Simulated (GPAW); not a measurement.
A run of GPAW 26.7.0 is set up as follows.

run.py

```python
from ase.calculators.mixing import SumCalculator
from ase.filters import FrechetCellFilter
from ase.io import read, write
from ase.optimize import LBFGS
from ase.units import GPa
from dftd3.ase import DFTD3
from gpaw import GPAW, PW, setup_paths

setup_paths.insert(0, '.')

atoms = read('Ni.xyz')
atoms.set_initial_magnetic_moments([1.0])

calc = GPAW(mode=PW(600),
            xc='PBEsol',
            kpts={'size': (13, 13, 13), 'gamma': True},
            occupations={'name': 'fermi-dirac', 'width': 0.05},
            nbands=17,
            convergence={'density': 1e-05, 'forces': 0.0001},
            maxiter=150,
            txt='gpaw.txt')
atoms.calc = SumCalculator([calc, DFTD3(method='pbesol', damping='d3bj')])
opt = LBFGS(FrechetCellFilter(atoms, scalar_pressure=-1 * GPa), trajectory='relax.traj', logfile='-')
done = opt.run(fmax=0.02, steps=60)
calc.write('gs.gpw')
write('result.traj', atoms)
print('Converged:', done)
print('Cell:', atoms.cell.cellpar().round(4))
print('Volume:', round(atoms.get_volume(), 4))
print(atoms.get_scaled_positions().round(5))
```

Ni.xyz

```xyz
1
Lattice="0.0000000000 1.7375729330 1.7375729330 1.7375729330 0.0000000000 1.7375729330 1.7375729330 1.7375729330 0.0000000000" Properties=species:S:1:pos:R:3 pbc="T T T"
Ni     0.0000000000      0.0000000000      0.0000000000
```

Potentials or basis: PAW data sets generated in the run's folder for this functional, pw.

Launch:

```bash
$ gpaw-setup -f PBEsol Ni
$ OMP_NUM_THREADS=1 python run.py
```

Predict the site moments.

Ni +0.66 μB.

Estimate the net moment.

0.63 μB per cell.

Predict the relaxed volume.

10.27 Å³/atom.

What does it give for the space group after relaxing (to 0.05 Å)?

Fm-3m (No. 225).

Final structure:
```
Ni
1.0
     0.00000    1.72528    1.72528
     1.72528    0.00000    1.72528
     1.72528    1.72528    0.00000
Ni
1
Direct
  0.00000 0.00000 0.00000
```

Caveat: each step starts from the last one's moments, so a moment once lost doesn't come back; the stock nickel data set gives pressures a few GPa off other programs; later steps reuse the first step's grids; pairwise dispersion overbinds metals, which lowers pressure and volume.
